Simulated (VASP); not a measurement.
PtS2: relaxation of cell and atoms with r2SCAN+rVV10

The system is PtS2.

```
Pt S
1.0
     3.54874    0.00000    0.00000
    -1.77437    3.07330    0.00000
     0.00000    0.00000    5.59707
Pt S
1 2
Cartesian
  0.0000 0.0000 0.0000
  1.7744 1.0244 4.3638
  0.0000 2.0489 1.2332
```

The cell is a database's computed one.

```yaml
Program: VASP 6.6.1
Task: relaxation of cell and atoms
Functional: r2SCAN
Dispersion: rVV10
Potentials_or_basis: VASP PAW PBE potentials, release 64 (Pt, S)
Cutoff: 600 eV
k_mesh: 9 × 9 × 6
Occupations: gaussian, width 0.02 eV
Spin: no spin polarisation
Further_INCAR_settings: ALGO = Normal; EDIFF = 1e-07; IBRION = 2; EDIFFG = -0.005; NSW = 90; ISIF = 3
```

```yaml
Relaxed_volume: 18.76 Å³/atom
Relaxed_cell: a = 3.554 Å, b = 3.554 Å, c = 5.143 Å, α = 90.00°, β = 90.00°, γ = 120.00°
Space_group_after_relaxing_to_0.05_Å: P-3m1 (No. 164)
Energy_gained_by_relaxing: 7.8 meV/atom
Ionic_steps: 16
Pressure_after_relaxing: 0.0 GPa
Largest_force_after_relaxing: 0.004 eV/Å
Band_gap_on_the_k_mesh: 1.00 eV, indirect (least direct gap 1.21 eV)
```

Forces in eV/Å, atoms in the order of the input:
```
Pt   0.000  0.000  0.000
S    0.000  0.000 -0.004
S    0.000  0.000  0.004
```

The path:
| step | energy change (eV) | largest force (eV/Å) | pressure (GPa) | volume (Å³) |
| --- | --- | --- | --- | --- |
| 1 | 0.0000 | 0.0500 | -0.97 | 61.04 |
| 2 | 0.0000 | 0.2678 | 1.24 | 59.97 |
| 3 | -0.0017 | 0.1583 | 0.13 | 60.50 |
| 4 | -0.0042 | 0.1264 | 0.11 | 60.20 |
| 5 | -0.0097 | 0.0329 | 0.10 | 59.29 |
| 6 | -0.0114 | 0.1500 | 0.24 | 57.50 |
| 7 | -0.0123 | 0.0694 | 0.18 | 58.24 |
| 8 | -0.0148 | 0.0838 | -0.06 | 58.07 |
| 9 | -0.0196 | 0.1230 | -0.75 | 57.53 |
| 10 | -0.0181 | 0.1845 | -1.96 | 56.39 |
| 11 | -0.0210 | 0.1361 | -1.13 | 57.15 |
| 12 | -0.0231 | 0.0539 | -0.47 | 56.64 |
| 13 | -0.0235 | 0.0006 | -0.02 | 56.31 |
| 14 | -0.0235 | 0.0086 | 0.05 | 56.26 |
| 15 | -0.0235 | 0.0116 | 0.07 | 56.24 |
| 16 | -0.0235 | 0.0040 | -0.01 | 56.27 |

Final structure:
```cif
data_structure
_symmetry_space_group_name_H-M 'P 1'
_symmetry_Int_Tables_number 1
_cell_length_a 3.5543
_cell_length_b 3.5543
_cell_length_c 5.1428
_cell_angle_alpha 90.000
_cell_angle_beta 90.000
_cell_angle_gamma 120.000
_cell_volume 56.27
loop_
_atom_site_label
_atom_site_type_symbol
_atom_site_fract_x
_atom_site_fract_y
_atom_site_fract_z
_atom_site_occupancy
Pt1 Pt 0.00000 0.00000 0.00000 1
S1 S 0.66667 0.33333 0.76161 1
S2 S 0.33333 0.66667 0.23839 1
```

Levels at points of the mesh, in eV from the valence-band top:
| k point | band 7 | band 8 | band 9 | band 10 | band 11 | band 12 | band 13 | band 14 | band 15 |
| --- | --- | --- | --- | --- | --- | --- | --- | --- | --- |
| (0.00, 0.00, 0.00) | -3.87 | -2.05 | -1.05 | -1.05 | 0.00 | 2.32 | 2.32 | 5.22 | 5.98 |
| (0.00, 0.00, 0.50) | -3.89 | -2.61 | -1.28 | -1.28 | -1.09 | 2.84 | 2.84 | 6.02 | 7.61 |

Wall time 69 min on 1 thread of Intel(R) Xeon(R) Platinum 8375C CPU @ 2.90GHz (Ice Lake), on a shared host, peak memory 0.39 GiB.

Caveat: the PAW data sets were made with another functional, which shifts forces and pressure a little; spin-orbit coupling is left out, which moves the levels of the heavy elements; an odd mesh through Γ misses points on the zone boundary, where band edges often lie. r2SCAN opens gaps a little over a GGA but as a rule still falls short of measured ones.
